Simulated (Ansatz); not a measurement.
## Carriers in CaO (Fm-3m)

```xyz
2
Lattice="0.0000 2.3836 2.3836 2.3836 0.0000 2.3836 2.3836 2.3836 0.0000" Properties=species:S:1:pos:R:3 pbc="T T T"
Ca    0.0000    0.0000    0.0000
O     2.3836    2.3836    2.3836
```

Conventional cell: a = 4.767 Å, b = 4.767 Å, c = 4.767 Å, α = 90.00°, β = 90.00°, γ = 90.00°. Ca (atom 1) is surrounded by 6 O at 2.38 Å. O (atom 2) has 6 Ca at 2.38 Å as nearest neighbours.

Level of theory, where no other is named: PBEsol, all-electron LAPW in Ansatz 0.2.0, scalar-relativistic. k mesh 10×10×10, fixed occupations, basis error target 1 meV/atom. The cell was relaxed by PAW under this functional.

Extrema are searched on a 14×14×14 mesh and refined by Newton steps; masses come from band slopes 0.005 Å⁻¹ away, 1/m* = (1/ħ²) d²E/dk², negative for holes (the finite step makes the lightest masses up to about 3 % heavy). k is in units of the reciprocal vectors.

Problem. Where are the band edges, and is the gap direct?

Solution. The valence maximum lies at Gamma (0.000, 0.000, 0.000) and the conduction minimum at X (0.000, -0.500, -0.500), so the Kohn-Sham gap of 3.541 eV is indirect; the least direct gap on the mesh is 3.912 eV. A further valence extremum at X (0.000, -0.500, -0.500) lies 0.372 eV from the edge (3 equivalent points).

Problem. What are the electron masses at the edge?

Solution. The principal masses are 0.419, 0.419, 1.39 mₑ. One valley has a density-of-states mass (m₁m₂m₃)^(1/3) = 0.625; 3 valleys give N^(2/3) times that, 1.3; the direction-averaged conductivity mass 3/Σ(1/mᵢ) is 0.546 mₑ.

Problem. Several bands lie at or near the hole edge, or its surface isn't an ellipsoid. What are the masses by direction?

Solution. 

```json
{"direction": "100", "branch from the edge": "1", "its level at the point (eV from the edge)": "0.000", "m*/mₑ": "-2.78"}
{"direction": "100", "branch from the edge": "2", "its level at the point (eV from the edge)": "0.000", "m*/mₑ": "-2.78"}
{"direction": "100", "branch from the edge": "3", "its level at the point (eV from the edge)": "0.000", "m*/mₑ": "-0.339"}
{"direction": "110", "branch from the edge": "1", "its level at the point (eV from the edge)": "0.000", "m*/mₑ": "-2.78"}
{"direction": "110", "branch from the edge": "2", "its level at the point (eV from the edge)": "0.000", "m*/mₑ": "-1.01"}
{"direction": "110", "branch from the edge": "3", "its level at the point (eV from the edge)": "0.000", "m*/mₑ": "-0.431"}
{"direction": "111", "branch from the edge": "1", "its level at the point (eV from the edge)": "0.000", "m*/mₑ": "-1.28"}
{"direction": "111", "branch from the edge": "2", "its level at the point (eV from the edge)": "0.000", "m*/mₑ": "-1.28"}
{"direction": "111", "branch from the edge": "3", "its level at the point (eV from the edge)": "0.000", "m*/mₑ": "-0.474"}
{"direction": "11-2", "branch from the edge": "1", "its level at the point (eV from the edge)": "0.000", "m*/mₑ": "-1.75"}
{"direction": "11-2", "branch from the edge": "2", "its level at the point (eV from the edge)": "0.000", "m*/mₑ": "-1.38"}
{"direction": "11-2", "branch from the edge": "3", "its level at the point (eV from the edge)": "0.000", "m*/mₑ": "-0.421"}
```

Problem. Along the Cartesian direction 111 the conduction slope is 0.06975 eV·Å one step out. What is it four steps out, and what does that say?

Solution. 0.2787 eV·Å, 3.997 times the first; a parabola would give 4, so the band is nearly parabolic here.

Problem. What electronic dielectric constant and refractive index follow from the same bands (independent particles)?

Solution. ε∞ = (3.98, 3.98, 3.98), so n ≈ √ε∞ = 1.99 (mean over directions) well under the gap and the normal reflectivity is ((n − 1)/(n + 1))² = 0.110. Local fields, left out here, lower ε∞ by several per cent.

Problem. What gap does PAW give in the same cell?

Solution. 3.544 eV, 3 meV from the LAPW value.

Problem. Cells strained by ±0.5 % (all lengths, zz alone, equal engineering shears γ in yz, zx, xy; ions relaxed) give deformation potentials. How do the edge levels move, in eV per unit strain against the centre of the top valence set?

Solution. 

```csv
point,k,side,bands,level (eV),d/dlnV,d/dε_zz,d/dγ,split/ε_zz,split/γ
Gamma,0.00 0.00 0.00,valence,3,0.000,0.00,0.00,0.00*,2.70,5.07
Gamma,0.00 0.00 0.00,conduction,1,4.779,-8.30,-8.29,-0.01*,–,–
X,0.00 -0.50 -0.50,valence,2,-0.372,-0.27,-1.18,0.00*,2.47,4.68
X,0.00 -0.50 -0.50,conduction,1,3.540,0.54,-0.53,0.00*,–,–
X,-0.50 -0.50 0.00,valence,2,-0.372,-0.27,1.55,0.00*,0.00,4.68
X,-0.50 -0.50 0.00,conduction,1,3.540,0.54,2.69,0.00*,–,–
L,-0.50 0.00 0.00,valence,2,-1.257,2.06,2.06,-1.76,0.01,7.59
L,-0.50 0.00 0.00,conduction,1,7.142,-4.67,-4.67,1.14,–,–
L,-0.50 -0.50 -0.50,valence,2,-1.257,2.06,2.06,5.27,0.01,0.00
L,-0.50 -0.50 -0.50,conduction,1,7.142,-4.67,-4.67,-3.47,–,–
```

For the triplet at Γ the single level moves against the pair by 3bε_zz and by 3√3 d (γ/2), so b = -0.90 eV and d = -1.95 eV.

Sets with another level within 0.15 eV are left out, since it mixes in under strain; the reference set stays in any case. Entries marked * vanish by symmetry to first order; what they show is the residue of the finite step. These cells use a basis error target of 0.5 meV/atom.

Caveats: semilocal gaps are low, and what follows the gap (onsets, screening, light masses) shifts with it; without spin-orbit coupling, bands that meet at the valence top are not the light and heavy holes of experiment; the frozen-core PAW files of the compared runs were fitted under PBE, their cores solved anew for this functional.
